**Pulling InSe apart: does the energy or the band gap settle first?**

A crystal of indium selenide is cut across one plane and the two sides are drawn apart, with every atom held at its place within its own side. At some opening the sides no longer feel each other. The energy and the band gap both register the loss of contact, but they need not do so at the same distance. The question for this page is which of the two settles first, and what both will be at openings of 4.5 and 6 Å.

Rigid opening of InSe (R3m, 12-atom cell) along c between two sheets, with energies per area of cut relative to zero opening. Ansatz 0.2.0, plane-wave PAW, scalar-relativistic LDA without spin polarisation, cutoff 420 eV, k mesh 10×10×2, Gaussian smearing 0.03 eV. The starting cell (a = 4.000, c = 24.950 Å) was not relaxed with LDA, nor were the opened structures.

| opening (Å) | separation energy (mJ/m²) | traction (GPa (slope of the separation energy)) | gap on mesh (eV) |
| --- | --- | --- | --- |
| -0.3 | 2.5 | -1.020 | 0.147 |
| -0.15 | -4.8 | -0.020 | 0.155 |
| 0 | 0.0 | 0.610 | 0.176 |
| 0.25 | 22.3 | 1.090 | 0.228 |
| 0.5 | 51.1 | 1.170 | 0.291 |
| 0.75 | 79.1 | 1.050 | 0.355 |
| 1 | 103.3 | 0.870 | 0.416 |
| 1.5 | 137.4 | 0.510 | 0.507 |
| 2 | 155.9 | 0.260 | 0.563 |
| 3 | 169.2 | 0.050 | 0.630 |
| 4.5 | ? | ? | ? |
| 6 | ? | ? | ? |

**What is being opened**

InSe is built of sheets four atoms thick, Se–In–In–Se, bonded strongly inside and weakly to one another. The cell holds three such sheets, and the cut opens one of the three spaces between them. Both faces of the cut are selenium, about 3 Å apart along the normal at the start, so no In–Se bond is broken. What remains at wide opening is therefore a slab of three sheets, still coupled among themselves, and not a single sheet.

The starting crystal was not relaxed with this functional, and it shows. The traction, which is the pull per area needed to hold the sides at a given opening, is already 0.61 GPa at zero opening. It vanishes near −0.15 Å, where the energy is slightly negative. The crystal does not want to cleave: its sheets merely started a little too far apart for LDA.

**Why the two should fade differently**

Outside a sheet the electron waves die away roughly exponentially. When two sheets face each other, the tail of a wave on one side reaches the other, and the states on both sides mix. This mixing pushes the highest filled level up and the lowest empty level down, which narrows the gap. Opening the cut removes the mixing, so the gap grows.

A pair of equal potential wells shows the essential point. A thin barrier splits their common level into a lower and an upper one, and the splitting is proportional to the overlap of the wave tails. If both levels are filled, the gain of one and the loss of the other cancel to first order, so the total energy responds only to the square of the overlap. The two wells go no further than that: they do not supply the attraction that binds the sheets.

In LDA that attraction comes from the overlap of electron densities, and a density is the square of a wave amplitude. Let the amplitude from one side fall as $e^{-\kappa d}$ across an opening $d$, where $\kappa$ is its decay rate. Halfway across, the density from each side has then also fallen as $e^{-\kappa d}$. The LDA exchange energy per volume goes as the density to the power 4/3, so the attraction should fade roughly as $e^{-4\kappa d/3}$ at wide openings. The mixing that narrows the gap fades only as $e^{-\kappa d}$, so the gap should feel the other side somewhat further out than the energy does. This is an argument from theory; no orbitals are available here to test it directly.

**A curve for the energy, and its weak spot**

The net pull must vanish at the minimum, rise to a peak and then die away. The universal binding curve has this shape:

$$E(d)=E_0+W\left[1-(1+u)\,e^{-u}\right],\qquad u=\frac{d-d_0}{\ell}.$$

Here $E$ is the separation energy, $E_0$ its value at the minimum $d_0$, $W$ the full cost of separation and $\ell$ a length. The slope of this curve is the traction, which peaks at $u=1$.

Fitted to the energies of all ten known rows, the curve stays within 1 mJ/m² of each and gives a peak traction of 1.18 GPa, against 1.17 GPa for the largest value in the table. At 3 Å, however, its traction is 0.067 GPa where the calculation has 0.050. The curve lets go too slowly, and a forecast made with it would inherit that excess.

**The energy forecast, worked in full**

Another way is to start from the last known row and ask only how much work is left. This is not fully blind, and neither is the comparison of slopes just made. The tractions match the slopes of a smooth curve through all the energies, so the value at 3 Å draws on the withheld points. As a cross-check, a single exponential through the energies at 1.5, 2 and 3 Å alone levels off about 4 mJ/m² above the 3 Å row. Between 2 and 3 Å the traction falls from 0.26 to 0.05 GPa. If the fall is exponential, its decay length is

$$\lambda=\frac{1\ \text{Å}}{\ln(0.26/0.05)}=0.61\ \text{Å}.$$

The work still to be done beyond 3 Å is the remaining traction times this length. Since 1 GPa acting over 1 Å is 100 mJ/m²,

$$0.05\times0.61\times100\approx3.0\ \text{mJ/m}^2 .$$

Added to the 169.2 mJ/m² already reached, this gives a final level of 172.2 mJ/m². At 4.5 Å about 8 % of the 3.0 is still outstanding, which makes 172.0 mJ/m². The same exponential can be held against the known step from 2 to 3 Å: it gives 12.7 mJ/m² and the table has 13.3, a shortfall of 4 %.

**The gap forecast**

For the gap, a constant less a decaying exponential was fitted to the five known rows from 0.75 Å outwards. Closer in, the waves overlap strongly, and a single exponential cannot be expected to hold. Carried inward to zero opening it gives 0.08 eV instead of 0.176 eV, so it describes the outer region only.

The fitted decay length is 1.21 Å, twice that of the traction. The order agrees with the argument above, but the factor is larger than the 4/3 expected there. That argument gave every state the same $\kappa$. The gap, however, depends only on the states at its two edges, while the density also contains deeper filled states. Those face higher barriers and fade faster, which should raise the factor. The two lengths come from different ranges of opening and from few points, so their ratio should not be read as a law. The consequence is plain at 3 Å: the energy has less than 2 % of its way left to go, the gap about 10 %.

The fit puts the gap at 0.665 eV for 4.5 Å and 0.676 eV for 6 Å. These may be a little high. A wave leaking into open vacuum over a barrier of roughly 5 eV, a recalled size, decays in about 0.9 Å, faster than the fit assumes. If that rate took over beyond 3 Å, the gap would end near 0.67 eV.

The forecasts are:

- **Separation energy:** 172 ± 3 mJ/m² at both openings, the two differing by less than 1 mJ/m².
- **Traction:** 0.00 to 0.01 GPa at 4.5 Å, and within 0.01 GPa of zero at 6 Å.
- **Gap:** 0.65 to 0.69 eV at 4.5 Å and 0.65 to 0.70 eV at 6 Å, with a visible rise beyond 3 Å.

The widths are judgements. They allow for the difference between the two energy models and for an uncertain decay of the gap.

The withheld rows as computed:

| opening (Å) | separation energy (mJ/m²) | traction (GPa (slope of the separation energy)) | gap on mesh (eV) |
| --- | --- | --- | --- |
| 4.5 | 172.1 | 0.000 | 0.663 |
| 6 | 172.2 | 0.000 | 0.670 |

**Hits and misses**

All six values fall inside their ranges. The energy estimate from the 3 Å row misses by about 0.1 mJ/m² at 4.5 Å and by less at 6 Å. That is closer than its input guarantees, because a traction of 0.05 GPa given in steps of 0.01 fixes the remaining work only to about half a mJ/m². So little work was left that a large miss was unlikely, and the slope at 3 Å already carried part of the answer. The agreement is a check of consistency more than a blind hit. The cross-check from the known energies alone is blind, and it misses the final level by about 1 mJ/m².

The binding curve, by contrast, ends about 2 mJ/m² too high. Part of this excess is already present in its energy at 3 Å, and the rest comes from its slow release beyond, which its traction there had shown. A curve that follows the whole scan well can still be the poorer guide to its end.

The gap fit is too high by 0.002 eV at 4.5 Å and by 0.006 eV at 6 Å. The second miss looks tiny beside the gap itself, but it is 15 % of the 0.040 eV that the gap really gained after 3 Å. Both misses have the sign that a faster decay in the wider vacuum would give. The rows at 3, 4.5 and 6 Å are equally spaced, so they can test this: the gap rises by 0.033 eV and then by 0.007 eV, which for a single exponential means a decay length just under 1 Å. That is shorter than the fitted 1.21 Å and close to the estimate for a wave leaking into vacuum. Three rows cannot show that the fade is truly exponential, and since the stacking is polar, a weak field across the vacuum may add a slower part. Over the same rows the energy rises by 2.9 and then by 0.1 mJ/m², which means a decay length of about 0.5 Å. The gap therefore again reaches about twice as far.

So the energy settles first. Between 4.5 and 6 Å it makes only about 0.1 % of its whole rise, while the gap still makes more than 1 % of its own. For anyone setting up a slab calculation, a level energy is thus no proof that the vacuum is wide enough for the gap. The printed analysis below gives the fits and the misses row by row.

**What the numbers are good for**

From the lowest sampled energy to 6 Å the separation costs 177 mJ/m². Two faces are created, so each accounts for about 88 mJ/m². The peak traction near 1.2 GPa is the stress for lifting a perfect, rigid face everywhere at once. Peeling opens the crystal along a moving front and needs a much smaller average pull.

LDA has no long-range dispersion forces, which in a real layered crystal fade far more slowly than density overlap. The early levelling of the energy therefore belongs to this functional, and the cleavage energy itself may be off. With dispersion included, the energy would keep a weak, slow tail, and the order found here could change at large openings.

The gaps are also far too small in absolute terms: 0.18 eV at zero opening, against roughly 1.3 eV recalled for the real crystal. LDA is known to underestimate gaps, and the unrelaxed cell may add to the error. The PAW datasets were made for PBE and used here with LDA, a further source of error in both energies and gaps. The growth of the gap with opening is the more useful result, and even that was sampled on a mesh that can miss the true band edges.

The analysis program printed:

```
Opening at which traction vanishes, interpolated (Å): -0.1452
fit of separation_energy on 10 rows: constant 174.4 +/- 0.41, coefficient of (1 + dist/s)*exp(-dist/s) -179.9 +/- 0.61, s 0.5625; rms 0.567, worst 1.5 -0.856, leave-one-out rms 1.03
  rows outside the fit (model, value, miss): 4.5 174, 172.1, 1.91; 6.0 174.4, 172.2, 2.2
Peak traction from the binding curve (GPa): 1.176
Traction at 3 Å from the binding curve (GPa): 0.06669
Decay length of traction from 2 to 3 Å (Å): 0.6066
Energy gained from 2 to 3 Å by the exponential traction (mJ/m²): 12.74
Energy gained from 2 to 3 Å in the table (mJ/m²): 13.3
Energy still to come after 3 Å by the tail (mJ/m²): 3.033
Tail forecast of energy at 4.5 and 6 Å (mJ/m²): 172, 172.2
Computed energy at 4.5 and 6 Å (mJ/m²): 172.1, 172.2
Tail forecast less computed energy (mJ/m²): -0.123, 0.0112
Tail forecast of traction at 4.5 and 6 Å (GPa): 0.004217, 0.0003556
Computed traction at 4.5 and 6 Å (GPa): 0, 0
fit of gap_on_mesh on 5 rows (opening > 0.6): constant 0.68 +/- 0.0015, coefficient of exp(-opening/s) -0.6041 +/- 0.0044, s 1.208; rms 0.00102, worst 2.0 0.00163, leave-one-out rms 0.00366
  rows outside the fit (model, value, miss): -0.3 -0.09427, 0.147, -0.241; -0.15 -0.003876, 0.155, -0.159; 0.0 0.07597, 0.176, -0.1; 0.25 0.1889, 0.228, -0.0391; 0.5 0.2807, 0.291, -0.0103; 4.5 0.6655, 0.663, 0.00246; 6.0 0.6758, 0.67, 0.00583
Gap decay length over traction decay length: 1.992
Share of the energy from the minimum still missing at 3 Å (%): 1.713
Share of the gap rise from zero opening still missing at 3 Å (%): 9.928
Amplitude decay length for a barrier of roughly 5 eV (Å): 0.8729
Final gap if the rise after 3 Å fades at that length (eV): 0.6662
Computed gap rise from 3 to 6 Å (eV): 0.04
Computed energy from lowest sampled row to 6 Å (mJ/m²): 177
```
